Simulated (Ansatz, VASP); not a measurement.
**Two plane-wave programs on Zn2SnN3**

The input INCAR:

```
  ALGO = Normal
  EDIFF = 1E-6
  EDIFFG = -0.04
  ENCUT = 600
  GGA = PE
  IBRION = 2
  ISIF = 3
  ISMEAR = 0
  LASPH = True
  LCHARG = False
  LREAL = False
  LWAVE = False
  NELM = 60
  NSW = 90
  PREC = Accurate
  SIGMA = 0.1
```

Contents of KPOINTS:

```
k-points
0
Gamma
  6 6 2
```

The input POSCAR:

```
Zn2SnN3
1.0
    3.4400808600      0.0000000000      0.0000000000
   -1.7200404300      2.9791974200      0.0000000000
    0.0000000000      0.0000000000      8.4291532300
Zn Sn N
2 1 3
Direct
    0.3333333300      0.6666666700      0.6638077500
    0.6666666700      0.3333333300      0.3361922500
    0.0000000000      0.0000000000      0.0000000000
    0.3333333300      0.6666666700      0.1732381300
    0.6666666700      0.3333333300      0.8267618700
    0.0000000000      0.0000000000      0.5000000000
```

Input for Ansatz:

```yaml
crystal:
  lattice:
    - [3.44008086, 0.0, 0.0]
    - [-1.72004043, 2.97919742, 0.0]
    - [0.0, 0.0, 8.42915323]
  atoms:
    - { symbol: Zn, position: [0.33333333, 0.66666667, 0.66380775] }
    - { symbol: Zn, position: [0.66666667, 0.33333333, 0.33619225] }
    - { symbol: Sn, position: [0.0, 0.0, 0.0] }
    - { symbol: "N", position: [0.33333333, 0.66666667, 0.17323813] }
    - { symbol: "N", position: [0.66666667, 0.33333333, 0.82676187] }
    - { symbol: "N", position: [0.0, 0.0, 0.5] }
basis:
  ecutwfc: 420
kpoints:
  mp_grid: { grid: [6, 6, 2] }
hamiltonian:
  xc: pbe
scf:
  occupations: { method: gaussian, width: 0.1 }
  lower_state_search: "off"
output:
  forces: true
  stress: true
  eigenvalues: true
relax:
  adjacent_minimum: "off"
  f_tol: 0.04
  max_steps: 70
  cell: { stress_tol: 0.4 }
```

Change from the starting cell: species swapped into the Sn2PbSe3 type (P-3m1, No. 164).

Alike in both runs: task relaxation of cell and atoms; functional PBE; k mesh 6 × 6 × 2; occupations gaussian, width 0.1 eV; no spin polarisation.

|  | VASP | Ansatz |
| --- | --- | --- |
| version | VASP 6.6.1 | Ansatz 0.2.0 |
| potentials or method | VASP PAW PBE potentials, release 64 (Zn, Sn_d, N) | scalar-relativistic, plane waves, PAW |
| plane-wave cutoff (eV) | 600 | 420 |
| valence electrons in the cell | 53 | 53 |

|  | VASP | Ansatz | Ansatz less VASP |
| --- | --- | --- | --- |
| gap on the k mesh at the Fermi level, each at its own relaxed structure (eV) | none | none | - |
| relaxed volume (Å³/atom) | 11.21 | 11.17 | -0.039 |
| relaxed cell length with the largest relative difference (Å) | 7.755 | 7.739 | -0.0164 |
| energy change over the relaxation (meV/atom) | -353 | -356 | -3.4 |

A gap of «none» marks a metal or a gap that the smearing closes.

Caveats: the k mesh is coarse (spacing up to 0.37 Å⁻¹), so the values aren't converged; the volume moved by over 15 % at a fixed basis, so the end points are rough (VASP).
